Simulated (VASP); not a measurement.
# SnSe2 (P-3m1) in VASP: a series of runs, part 2 of 3

VASP 6.6.1. Earlier steps stand in the parts before.

### 3 Relaxation of cell and atoms, PBEsol

This run uses another cell than the first one, of 26.82 Å³/atom, 1.021 times its volume.

Contents of INCAR:

```
SYSTEM = SnSe2
PREC = Accurate
ENCUT = 600
EDIFF = 1E-6
ISMEAR = 0
SIGMA = 0.1491
LREAL = .FALSE.
LASPH = .TRUE.
NELM = 100
ALGO = Normal
ISIF = 3
LWAVE = .FALSE.
LCHARG = .FALSE.
GGA = PS
IBRION = 2
NSW = 60
EDIFFG = -0.01
```

Contents of KPOINTS:

```
regular mesh
0
G
  5 5 3
  0 0 0
```

Contents of POSCAR:

```
SnSe2
1.0
    3.8643883000      0.0000000000      0.0000000000
   -1.9321941500      3.3466555800      0.0000000000
    0.0000000000      0.0000000000      6.2219592200
Sn Se
1 2
Direct
    0.0000000000      0.0000000000      0.0000000000
    0.3333000000      0.6667000000      0.2490000000
    0.6667000000      0.3333000000      0.7510000000
```

Potentials or basis: VASP PAW PBE potentials, release 64 (Sn_d, Se).

Command:

```
> cat potpaw_PBE.64/Sn_d/POTCAR potpaw_PBE.64/Se/POTCAR > POTCAR
> mpirun -np 1 vasp_std > vasp.out
```

OUTCAR:

```text
SYSTEM = SnSe2
   PREC = Accurate
   ENCUT = 600
   EDIFF = 1E-6
   ISMEAR = 0
   LREAL = .FALSE.
   LASPH = .TRUE.
   NELM = 100
   ISIF = 3
   GGA = PS
   IBRION = 2
   NSW = 60
   EDIFFG = -0.01

 ion  position               nearest neighbor table
   1  0.000  0.000  0.000-   2 2.72   3 2.72   2 2.72   3 2.72   3 2.72   2 2.72
   2  0.333  0.667  0.249-   1 2.72   1 2.72   1 2.72
   3  0.667  0.333  0.751-   1 2.72   1 2.72   1 2.72

  LATTYP: Found a hexagonal cell.
 ALAT       =     3.8643883000
 C/A-ratio  =     1.6100760941

  Lattice vectors:

 A1 = (   3.8643883000,   0.0000000000,   0.0000000000)
 A2 = (  -1.9321941500,   3.3466555800,   0.0000000000)
 A3 = (   0.0000000000,   0.0000000000,   6.2219592200)

Analysis of symmetry for initial positions (statically):
=====================================================================
 Subroutine PRICEL returns:
 Original cell was already a primitive cell.

 Routine SETGRP: Setting up the symmetry group for a
 hexagonal supercell.

 Subroutine GETGRP returns: Found  4 space group operations
 (whereof  4 operations were pure point group operations)
 out of a pool of 24 trial point group operations.

The static configuration has the point symmetry C_2h.

Analysis of symmetry for dynamics (positions and initial velocities):
=====================================================================
 Subroutine PRICEL returns:
 Original cell was already a primitive cell.

 Routine SETGRP: Setting up the symmetry group for a
 hexagonal supercell.

 Subroutine GETGRP returns: Found  4 space group operations
 (whereof  4 operations were pure point group operations)
 out of a pool of 24 trial point group operations.

The dynamic configuration has the point symmetry C_2h.

 Subroutine INISYM returns: Found  4 space group operations
 (whereof  4 operations are pure point group operations),
 and found     1 'primitive' translations

----------------------------------------------------------------------------------------

                                     Primitive cell

  volume of cell :      80.4672

  direct lattice vectors                    reciprocal lattice vectors
     3.864388300  0.000000000  0.000000000     0.258773167  0.149402885  0.000000000
    -1.932194150  3.346655580  0.000000000     0.000000000  0.298805771  0.000000000
     0.000000000  0.000000000  6.221959220     0.000000000  0.000000000  0.160721079

  length of vectors
     3.864388300  3.864385825  6.221959220     0.298805579  0.298805771  0.160721079

  position of ions in fractional coordinates (direct lattice)
     0.000000000  0.000000000  0.000000000
     0.333300000  0.666700000  0.249000000
     0.666700000  0.333300000  0.751000000

  ion indices of the primitive-cell ions
   primitive index   ion index
                 1           1
                 2           2
                 3           3

----------------------------------------------------------------------------------------

 KPOINTS: regular mesh

Automatic generation of k-mesh.
 Grid dimensions read from file:
 generate k-points for:    5    5    3

 Generating k-lattice:

  Cartesian coordinates                     Fractional coordinates (reciprocal lattice)
     0.051754633  0.029880577  0.000000000     0.200000000  0.000000000  0.000000000
     0.000000000  0.059761154  0.000000000     0.000000000  0.200000000  0.000000000
     0.000000000  0.000000000  0.053573693     0.000000000  0.000000000  0.333333333

  Length of vectors
     0.059761116  0.059761154  0.053573693

  Shift w.r.t. Gamma in fractional coordinates (k-lattice)
     0.000000000  0.000000000  0.000000000

 Subroutine IBZKPT returns following result:
 ===========================================

 Found     24 irreducible k-points:

 Following reciprocal coordinates:
            Coordinates               Weight
  0.000000  0.000000  0.000000      1.000000
  0.200000 -0.000000  0.000000      4.000000
 -0.200000  0.200000  0.000000      2.000000
  0.400000 -0.000000  0.000000      4.000000
 -0.400000  0.400000  0.000000      2.000000
  0.200000  0.200000  0.000000      2.000000
[... 16 lines left out ...]
  0.400000  0.400000  0.333333      4.000000
 -0.400000 -0.200000  0.333333      4.000000
   k-points           NKPTS =     24   k-points in BZ     NKDIM =     24   number of bands    NBANDS=     17
   number of dos      NEDOS =    301   number of ions     NIONS =      3
   total plane-waves  NPLWV =  51200
   dimension x,y,z NGX =    32 NGY =   32 NGZ =   50
   dimension x,y,z NGXF=    64 NGYF=   64 NGZF=  100
   ions per type =               1   2
   NGX,Y,Z   is equivalent  to a cutoff of  13.77, 13.77, 13.36 a.u.
   NGXF,Y,Z  is equivalent  to a cutoff of  27.53, 27.53, 26.72 a.u.
 SYSTEM =  SnSe2
   PREC   = accura    normal or accurate (medium, high low for compatibility)
   ISTART =      0    job   : 0-new  1-cont  2-samecut
   ICHARG =      2    charge: 1-file 2-atom 10-const
   ISPIN  =      1    spin polarized calculation?
   LNONCOLLINEAR =      F non collinear calculations
   LSORBIT =      F    spin-orbit coupling
   LASPH  =      T    aspherical Exc in radial PAW
   ENCUT  =  600.0 eV  44.10 Ry    6.64 a.u.   7.72  7.72 12.43*2*pi/ulx,y,z
   NELM   =    100;   NELMIN=  2; NELMDL= -5     # of ELM steps
   EDIFF  = 0.1E-05   stopping-criterion for ELM
   LREAL  =      F    real-space projection
   EDIFFG = -.1E-01   stopping-criterion for IOM
   NSW    =     60    number of steps for IOM
   IBRION =      2    ionic relax: 0-MD 1-quasi-New 2-CG
   NFREE  =      1    steps in history (QN), initial steepest desc. (CG)
   ISIF   =      3    stress and relaxation
   ISYM   =      2    0-nonsym 1-usesym 2-fastsym
   POTIM  = 0.5000    time-step for ionic-motion
   TEBEG  =    0.0;   TEEND  =   0.0 temperature during run
   PSTRESS=    0.0 pullay stress
   NELECT =      26.0000    total number of electrons
   NUPDOWN=      -1.0000    fix difference up-down
   EMIN   =  10.00;   EMAX   =-10.00  energy-range for DOS
   EFERMI =   0.00;   METHOD = LEGACY
   ISMEAR =     0;   SIGMA  =   0.15  broadening in eV -4-tet -1-fermi 0-gaus
   EFERMI_NEDOS =   21; number of points for ismear=-14 and -15
   IALGO  =     38    algorithm
   IMIX   =      4    mixing-type and parameters
     AMIX     =   0.40;   BMIX     =  1.00
     AMIX_MAG =   1.60;   BMIX_MAG =  1.00
  volume/ion in A,a.u.               =      26.82       181.01
  Fermi-wavevector in a.u.,A,eV,Ry     =   1.123379  2.122878 17.170285  1.261980
  Thomas-Fermi vector in A             =   2.260045
   LORBIT       =      0    0 simple, 1 ext, 2 COOP (PROOUT), +10 PAW based schemes
   GGA     = PS    functional components
   LHFCALC =     F    Hartree Fock is set to
   AEXX    =    0.0000 exact exchange contribution
   IVDW    =     0    specifies the selected vdW correction
   LEPSILON=     F    determine dielectric tensor
   LRPA    =     F    only Hartree local field effects (RPA)
 conjugate gradient relaxation of ions
 non-spin polarized calculation
 Gauss-broadening in eV      SIGMA  =   0.15
  energy-cutoff  :      600.00
  volume of cell :       80.47
 maximum number of plane-waves:      2719
   NGX = 15   NGY = 15   NGZ = 25

--------------------------------------- Ionic step        1  -------------------------------------------

 number of electron      25.9999997 magnetization

 Free energy of the ion-electron system (eV)
  ---------------------------------------------------
  ext. energy  EPLUGINS =         0.00000000
  ---------------------------------------------------
  free energy    TOTEN  =       -12.93158838 eV

  energy without entropy =      -12.93154818  energy(sigma->0) =      -12.93156828

------------------------ aborting loop because EDIFF is reached ----------------------------------------

  FORCE on cell =-STRESS in cart. coord.  units (eV):
  Direction    XX          YY          ZZ          XY          YZ          ZX
  --------------------------------------------------------------------------------------
  -------------------------------------------------------------------------------------
  Total       -0.3492936     -0.3496238      0.4592162     -0.0002865     -0.0011765      0.0020378
  in kB       -6.9547612     -6.9613372      9.1434241     -0.0057053     -0.0234245      0.0405735
  external PRESSURE =      -1.5908914 kB  Pullay stress =       0.0000000 kB
[... 244 lines left out ...]
  energy  without entropy=      -12.9403455044  energy(sigma->0) =      -12.94038473

--------------------------------------- Ionic step        8  -------------------------------------------

 number of electron      26.0000006 magnetization

 Free energy of the ion-electron system (eV)
  ---------------------------------------------------
  ext. energy  EPLUGINS =         0.00000000
  ---------------------------------------------------
  free energy    TOTEN  =       -12.94052790 eV

  energy without entropy =      -12.94044301  energy(sigma->0) =      -12.94048546

 E-fermi :   4.0421     XC(G=0):  -9.5069

 val. band max:        3.7047677287   @ k =   0.2000  -0.0000   0.0000
 cond. band min:       4.3779507068   @ k =   0.0000   0.4000   0.3333
 fundamental gap:      0.6731829780
 Fermi energy:         4.0421106989

 k-point     1 :       0.0000    0.0000    0.0000
  band No.  band energies     occupation
      1     -17.3818      2.00000
      2     -17.3818      2.00000
      3     -17.3476      2.00000
      4     -17.3343      2.00000
      5     -17.3343      2.00000
      6     -10.0204      2.00000
[... 9 lines left out ...]
     16       8.3336      0.00000
     17       8.3340      0.00000
[... 488 lines left out ...]
  FREE ENERGIE OF THE ION-ELECTRON SYSTEM (eV)
  ---------------------------------------------------
  free  energy   TOTEN  =       -12.9405278985 eV

  energy  without entropy=      -12.9404430133  energy(sigma->0) =      -12.94048546

 reached required accuracy - stopping structural energy minimisation
```

It took 86 s on 1 thread of Intel Xeon 6975P-C (Granite Rapids), shared host; peak memory 0.24 GiB.

What came out:

```
Free energy                            : -12.9405 eV
Relaxed volume                         : 26.52 Å³/atom
Relaxed cell                           : a = 3.826 Å, b = 3.826 Å, c = 6.278 Å, α = 90.00°, β = 90.00°, γ = 120.00°
Space group after relaxing (to 0.05 Å) : P-3m1 (No. 164)
Energy gained by relaxing              : 3.0 meV/atom
Ionic steps                            : 8
Pressure after relaxing                : 0.0 GPa
Largest force after relaxing           : 0.010 eV/Å
Band gap on the k mesh                 : 0.67 eV, indirect (least direct gap 1.08 eV)
```

Forces in eV/Å, atoms in the order of the input:
```
Sn   0.000  0.000  0.000
Se   0.000  0.000  0.010
Se   0.000  0.000 -0.010
```

Stress tensor (GPa, compression positive):
```
 0.04  0.00  0.00
 0.00  0.04  0.00
 0.00  0.00 -0.05
```

The path:
| step | energy change (eV) | largest force (eV/Å) | pressure (GPa) | volume (Å³) |
| --- | --- | --- | --- | --- |
| 1 | 0.0000 | 0.1849 | -0.16 | 80.47 |
| 2 | -0.0074 | 0.0642 | -0.21 | 80.15 |
| 3 | -0.0086 | 0.0118 | -0.22 | 79.96 |
| 4 | -0.0086 | 0.0082 | -0.21 | 79.97 |
| 5 | -0.0087 | 0.0420 | 0.18 | 79.49 |
| 6 | -0.0088 | 0.0181 | 0.00 | 79.72 |
| 7 | -0.0088 | 0.0157 | 0.00 | 79.68 |
| 8 | -0.0089 | 0.0097 | 0.01 | 79.57 |

Final structure:
```xyz
3
Lattice="3.8258 0.0000 0.0001 -1.9129 3.3133 -0.0001 0.0002 -0.0001 6.2775" Properties=species:S:1:pos:R:3 pbc="T T T"
Sn    0.0000    0.0000    0.0000
Se   -0.0001    2.2089    1.5808
Se    1.9132    1.1043    4.6967
```

Caveat: the PAW data sets were made with another functional, which shifts forces and pressure a little; spin-orbit coupling is left out, which moves the levels of the heavy elements; an odd mesh through Γ misses points on the zone boundary, where band edges often lie; this functional lacks dispersion, which binds the layers, so the pressure and a relaxed spacing across them are unreliable.

(Continued in part 3 of 3.)
